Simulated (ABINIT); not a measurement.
# CuO (Tenorite) (C2/c) in ABINIT: further runs, part 2 of 2

ABINIT 10.8.3 (patched build). The steps go on from the part before.

## 4. Single point, PBE

run.abi

```
# Pseudopotentials
pp_dirpath "./"
pseudos "Cu.upf, O.upf"

# Structure
acell 3*1.0 Angstrom
rprim
     2.3418500000    -1.7113000000     0.0000000000
     2.3418500000     1.7113000000     0.0000000000
    -0.8500274268     0.0000000000     5.0578693947
ntypat 2
znucl 29 8
natom 4
typat 1 1 2 2
xcart
     1.4095680449    -1.6169441585     4.7789939651
     2.2127275625     1.6169441585     0.0000000000
     3.2207158487     0.5277705733     7.1684909476
     4.0238753662    -0.5277705733     2.3894969825
chkprim 0
chksymtnons 0
tolsym 1.0e-6

# Plane-wave basis
ecut 1251.723767 eV

# k points
kptopt 1
ngkpt 8 8 4
nshiftk 1
shiftk 0.0 0.0 0.0

# Exchange and correlation
ixc 11

# Bands and occupations
nband 30
occopt 3
tsmear 0.05 eV

# SCF cycle
nstep 100
tolvrs 1.0e-10

# Output
iomode 3
prtwf 0
prtden 0
prteig 0
prtebands 0
```

Potentials or basis: PseudoDojo NC SR PBE v0.4.1 standard.

Started as:

```sh
$ abinit run.abi > log 2>&1
```

It took 9.8 min on 1 thread of Intel Xeon at 2.70GHz, shared host; peak memory 0.21 GiB.

It converged, with:

```yaml
Free_energy: -11216.9063 eV
Pressure: 5.5 GPa
Largest_force: 0.288 eV/Å
Band_gap_on_the_k_mesh: none (metal or under the smearing width)
Valence_electrons_inside_the_program's_atomic_spheres: Cu 17.30; O 6.20
```

Forces on the atoms (eV/Å):
```
Cu   0.000  0.000  0.000
Cu   0.000  0.000  0.000
O    0.000 -0.288  0.000
O    0.000  0.288  0.000
```

Stress tensor (GPa, compression positive):
```
 5.18  0.00 -1.00
 0.00  6.88  0.00
-1.00  0.00  4.54
```

Levels at points of the mesh, in eV from the Fermi level:
| k point | band 21 | band 22 | band 23 | band 24 | band 25 | band 26 | band 27 | band 28 | band 29 | band 30 |
| --- | --- | --- | --- | --- | --- | --- | --- | --- | --- | --- |
| (0.00, 0.00, 0.00) | -2.33 | -2.15 | -2.09 | -1.60 | 0.20 | 0.92 | 1.68 | 5.98 | 8.08 | 13.31 |
| (0.50, 0.00, 0.00) | -1.99 | -1.54 | -1.49 | -1.35 | -0.02 | 0.23 | 4.80 | 6.25 | 6.88 | 11.28 |
| (0.50, 0.50, 0.00) | -2.07 | -2.06 | -1.65 | -1.15 | -0.62 | 1.04 | 3.28 | 7.03 | 8.44 | 9.94 |
| (0.00, 0.00, 0.50) | -2.17 | -2.17 | -1.49 | -1.49 | 0.22 | 0.22 | 3.88 | 3.88 | 11.63 | 11.63 |
| (0.50, 0.00, 0.50) | -2.14 | -2.08 | -1.66 | -1.54 | -0.09 | 0.73 | 5.05 | 6.47 | 8.00 | 8.50 |
| (0.50, 0.50, 0.50) | -1.61 | -1.61 | -1.25 | -1.25 | -0.43 | -0.43 | 5.16 | 5.16 | 8.95 | 8.95 |

Caveat: the run has no spin polarisation, though such a crystal can be magnetic; semilocal functionals often make such compounds metallic where correlation or magnetic order opens a gap, which also shifts bond lengths.

## 5. Single point, PBEsol

run.abi

```
# Pseudopotentials
pp_dirpath "./"
pseudos "Cu.upf, O.upf"

# Structure
acell 2.9004842893 2.9004842893 5.1288 Angstrom
rprim
     0.8073996500    -0.5900049196     0.0000000000
     0.8073996500     0.5900049196     0.0000000000
    -0.1657361228     0.0000000000     0.9861701362
ntypat 2
znucl 29 8
natom 4
typat 1 1 2 2
xred
     0.5000000000     0.0000000000     0.5000000000
     0.0000000000     0.5000000000     0.0000000000
     0.4184000000     0.5816000000     0.7500000000
     0.5816000000     0.4184000000     0.2500000000
chkprim 0
chksymtnons 0
tolsym 1.0e-6

# Plane-wave basis
ecut 1142.878222 eV

# k points
kptopt 1
ngkpt 8 8 4
nshiftk 1
shiftk 0.0 0.0 0.0

# Exchange and correlation
ixc -116133

# Bands and occupations
nband 30
occopt 3
tsmear 0.05 eV

# SCF cycle
nstep 100
tolvrs 1.0e-10

# Output
iomode 3
prtwf 0
prteig 0
prtebands 0
prtden 1
prtvha 1
prtvclmb 1
prtpot 1
prtelf 1
```

Potentials or basis: PseudoDojo NC SR PBEsol v0.4.1 standard.

Started as:

```sh
$ abinit run.abi > log 2>&1
```

run.abo:

```text
.Version 10.8.3 of ABINIT
 Symmetries : space group C2/c (# 15); Bravais mC (1-face-center monocl.)
================================================================================
 Values of the parameters that define the memory need of the present run
     intxc =       0    ionmov =       0      iscf =       7    lmnmax =       6
     lnmax =       6     mgfft =      60  mpssoang =       3    mqgrid =    3001
     natom =       4  nloc_mem =       1    nspden =       1   nspinor =       1
    nsppol =       1      nsym =       4    n1xccc =    2501    ntypat =       2
    occopt =       3   xclevel =       2
       mpw =        3580          nfft =       61440          nkpt =          78
================================================================================
================================================================================

--------------------------------------------------------------------------------
------------- Echo of variables that govern the present computation ------------
--------------------------------------------------------------------------------
 -outvars: echo values of preprocessed input variables --------
            acell      5.4811209393E+00  5.4811209393E+00  9.6920273546E+00 Bohr
              amu      6.35460000E+01  1.59994000E+01
          chkprim           0
      chksymtnons           0
             ecut      4.20000000E+01 Hartree
                       outvar_i_n : Printing only first  50 k-points.
              ixc     -116133
                       outvar_i_n : Printing only first  50 k-points.
         kptrlatt        8    0    0      0    8    0      0    0    4
          kptrlen      3.87681094E+01
            natom           4
            nband          30
            ngfft          32      32      60
             nkpt          78
            nstep         100
             nsym           4
           ntypat           2
                       prtocc : prtvol=0, do not print more k-points.
           occopt           3
        prtebands           0
           prteig           0
           prtelf           1
           prtpot           1
         prtvclmb           1
           prtvha           1
[... 178 lines left out ...]
 frms,max,avg= 1.5859332E-01 3.8847271E-01   0.000E+00  0.000E+00  0.000E+00 e/A
 length scales=  5.481120939275  5.481120939275  9.692027354556 bohr
              =  2.900484289300  2.900484289300  5.128800000000 angstroms
 Fermi (or HOMO) energy (hartree) =   0.25404   Average Vxc (hartree)=  -0.46329
 Eigenvalues (hartree) for nkpt=  78  k points:
 kpt#   1, nband= 30, wtk=  0.00391, kpt=  0.0000  0.0000  0.0000 (reduced coord)
  -3.87083   -3.87081   -2.31732   -2.31731   -2.31582   -2.31550   -2.30056   -2.30054
  -0.47795   -0.42761   -0.05131    0.04630    0.06163    0.13293    0.13692    0.13727
   0.14283    0.14669    0.15274    0.16033    0.16871    0.17538    0.17771    0.19587
   0.26160    0.28818    0.31355    0.46859    0.54910    0.73835
      occupation numbers for kpt#   1
   2.00000    2.00000    2.00000    2.00000    2.00000    2.00000    2.00000    2.00000
   2.00000    2.00000    2.00000    2.00000    2.00000    2.00000    2.00000    2.00000
   2.00000    2.00000    2.00000    2.00000    2.00000    2.00000    2.00000    2.00000
   0.03220    0.00000    0.00000    0.00000    0.00000    0.00000
 prteigrs : prtvol=0 or 1, do not print more k-points.

--- !EnergyTerms
iteration_state     : {dtset: 1, }
comment             : Components of total free energy in Hartree
kinetic             :  1.95996377857672E+02
hartree             :  1.35116731504216E+02
xc                  : -5.43586918388114E+01
Ewald energy        : -2.48584466339233E+02
psp_core            :  1.01850681161483E+01
local_psp           : -3.78070969844591E+02
non_local_psp       : -7.20899132515807E+01
internal            : -4.11805863796179E+02
'-kT*entropy'       : -6.60117780264828E-04
total_energy        : -4.11806523913959E+02
total_energy_eV     : -1.12058263808376E+04
band_energy         : -4.10611605345798E+01
...

 Cartesian components of stress tensor (hartree/bohr^3)
  sigma(1 1)=  1.60010517E-04  sigma(3 2)=  0.00000000E+00
  sigma(2 2)=  4.71454354E-05  sigma(3 1)=  1.20852502E-05
  sigma(3 3)=  2.04662471E-04  sigma(2 1)=  0.00000000E+00

-Cartesian components of stress tensor (GPa)         [Pressure= -4.0387E+00 GPa]
- sigma(1 1)=  4.70767194E+00  sigma(3 2)=  0.00000000E+00
- sigma(2 2)=  1.38706660E+00  sigma(3 1)=  3.55560336E-01
- sigma(3 3)=  6.02137779E+00  sigma(2 1)=  0.00000000E+00

== END DATASET(S) ==============================================================
================================================================================

 -outvars: echo values of variables after computation  --------
            acell      5.4811209393E+00  5.4811209393E+00  9.6920273546E+00 Bohr
           etotal     -4.1180652391E+02
            fcart      9.7996896693E-20 -0.0000000000E+00  1.6469395197E-20
                       9.7996896693E-20 -0.0000000000E+00  1.6469395197E-20
                      -3.3104716131E-19 -7.5545913913E-03 -4.8790872272E-20
                       1.3505336792E-19  7.5545913913E-03  1.5852081879E-20
            rprim      8.0739965000E-01 -5.9000491960E-01  0.0000000000E+00
                       8.0739965000E-01  5.9000491960E-01  0.0000000000E+00
                      -1.6573612280E-01  0.0000000000E+00  9.8617013620E-01
           strten      1.6001051692E-04  4.7145435383E-05  2.0466247134E-04
                       0.0000000000E+00  1.2085250198E-05  0.0000000000E+00
           xangst      7.4591128670E-01 -8.5564999995E-01  2.5289346973E+00
                       1.1709250000E+00  8.5564999995E-01  0.0000000000E+00
                       1.7043294300E+00  2.7928415999E-01  3.7934020459E+00
                       2.1293431434E+00 -2.7928415999E-01  1.2644673486E+00
             xred      5.0000000000E-01 -9.8115307744E-18  5.0000000000E-01
                      -3.1404831634E-17  5.0000000000E-01  0.0000000000E+00
                       4.1840000000E-01  5.8160000000E-01  7.5000000000E-01
                       5.8160000000E-01  4.1840000000E-01  2.5000000000E-01
 Calculation completed.
```

Run time: 7.3 min. Hardware: 1 thread of Intel Xeon at 2.70GHz, shared host; peak memory 0.19 GiB.

What came out:

| Quantity | Value |
| --- | --- |
| Free energy | -11205.8264 eV |
| Pressure | -4.0 GPa |
| Largest force | 0.388 eV/Å |
| Band gap on the k mesh | none (metal or under the smearing width) |
| Valence electrons inside the program's atomic spheres | Cu 17.30; O 6.18 |

Forces in eV/Å, atoms in the order of the input:
```
Cu   0.000  0.000  0.000
Cu   0.000  0.000  0.000
O    0.000 -0.388  0.000
O    0.000  0.388  0.000
```

Stress tensor (GPa, compression positive):
```
-4.71  0.00 -0.36
 0.00 -1.39  0.00
-0.36  0.00 -6.02
```

Caveat: the run has no spin polarisation, though such a crystal can be magnetic; semilocal functionals often make such compounds metallic where correlation or magnetic order opens a gap, which also shifts bond lengths. With open d or f shells a metallic result of PBEsol can be an artefact of self-interaction; +U or a hybrid may open a gap.

## 6. Single point, LDA

Edit run.abi of step 5 so:

```diff
@@ -24,3 +24,3 @@
 # Plane-wave basis
-ecut 1142.878222 eV
+ecut 1034.032677 eV
 
@@ -33,3 +33,3 @@
 # Exchange and correlation
-ixc -116133
+ixc 7
 
@@ -38,3 +38,3 @@
 occopt 3
-tsmear 0.05 eV
+tsmear 0.00183747
 
@@ -47,8 +47,5 @@
 prtwf 0
+prtden 0
 prteig 0
 prtebands 0
-prtden 1
-prtvha 1
-prtvclmb 1
-prtpot 1
-prtelf 1
+enunit 2
```

Potentials or basis: PseudoDojo NC SR LDA v0.4.1 standard.

Started as:

```sh
$ abinit run.abi > log 2>&1
```

run.abo:

```text
.Version 10.8.3 of ABINIT
 Symmetries : space group C2/c (# 15); Bravais mC (1-face-center monocl.)
================================================================================
 Values of the parameters that define the memory need of the present run
     intxc =       0    ionmov =       0      iscf =       7    lmnmax =       6
     lnmax =       6     mgfft =      54  mpssoang =       3    mqgrid =    3001
     natom =       4  nloc_mem =       1    nspden =       1   nspinor =       1
    nsppol =       1      nsym =       4    n1xccc =    2501    ntypat =       2
    occopt =       3   xclevel =       1
       mpw =        3079          nfft =       55296          nkpt =          78
================================================================================
================================================================================

--------------------------------------------------------------------------------
------------- Echo of variables that govern the present computation ------------
[... 250 lines left out ...]
            acell      5.4811209393E+00  5.4811209393E+00  9.6920273546E+00 Bohr
           etotal     -4.1185472338E+02
            fcart     -0.0000000000E+00 -0.0000000000E+00  4.1267562957E-32
                      -0.0000000000E+00 -0.0000000000E+00  4.1267562957E-32
                      -4.7333735693E-19 -9.6363282025E-03 -4.3474399806E-20
                       4.7333735693E-19  9.6363282025E-03  4.3474399806E-20
            rprim      8.0739965000E-01 -5.9000491960E-01  0.0000000000E+00
                       8.0739965000E-01  5.9000491960E-01  0.0000000000E+00
                      -1.6573612280E-01  0.0000000000E+00  9.8617013620E-01
           strten      7.1271236284E-04  5.3946614011E-04  7.7145353715E-04
                       0.0000000000E+00 -1.2484084039E-05  0.0000000000E+00
           xangst      7.4591128670E-01 -8.5564999995E-01  2.5289346973E+00
                       1.1709250000E+00  8.5564999995E-01  0.0000000000E+00
                       1.7043294300E+00  2.7928415999E-01  3.7934020459E+00
                       2.1293431434E+00 -2.7928415999E-01  1.2644673486E+00
             xred      5.0000000000E-01 -2.3689318582E-17  5.0000000000E-01
                      -3.4291229366E-17  5.0000000000E-01  0.0000000000E+00
                       4.1840000000E-01  5.8160000000E-01  7.5000000000E-01
                       5.8160000000E-01  4.1840000000E-01  2.5000000000E-01
 Calculation completed.
```

Run time: 3.5 min. Hardware: 1 thread of Arm Neoverse V2, shared host; peak memory 0.17 GiB.

What came out:

```
Free energy                                           : -11207.1380 eV
Largest force                                         : 0.496 eV/Å
Band gap on the k mesh                                : none (metal or under the smearing width)
Valence electrons inside the program's atomic spheres : Cu 17.30; O 6.17
```

Forces on the atoms (eV/Å):
```
Cu   0.000  0.000  0.000
Cu   0.000  0.000  0.000
O    0.000 -0.496  0.000
O    0.000  0.496  0.000
```

Caveat: the cutoff is too short for stress, so the log's stress isn't used; the run has no spin polarisation, though such a crystal can be magnetic; semilocal functionals often make such compounds metallic where correlation or magnetic order opens a gap, which also shifts bond lengths. With open d or f shells a metallic result of LDA can be an artefact of self-interaction; +U or a hybrid may open a gap.

## 7. Summary

| level | potentials or basis | cutoff (eV) | gap on the mesh (eV) | pressure (GPa) | largest force (eV/Å) |
| --- | --- | --- | --- | --- | --- |
| LDA | PseudoDojo NC SR LDA v0.4.1 standard | 1034 | none | - | 0.50 |
| PBE | PseudoDojo NC SR PBE v0.4.1 standard | 1252 | none | 5.5 | 0.29 |
| PBEsol | PseudoDojo NC SR PBEsol v0.4.1 standard | 1143 | none | -4.0 | 0.39 |

Alike in all rows: task single point; no spin polarisation; cell as given; k mesh 8 × 8 × 4; smearing fermi-dirac 0.05 eV.

Caveats: the run has no spin polarisation, though such a crystal can be magnetic; semilocal functionals often make such compounds metallic where correlation or magnetic order opens a gap, which also shifts bond lengths.

Absolute energies hang on the potentials; compare differences alone.
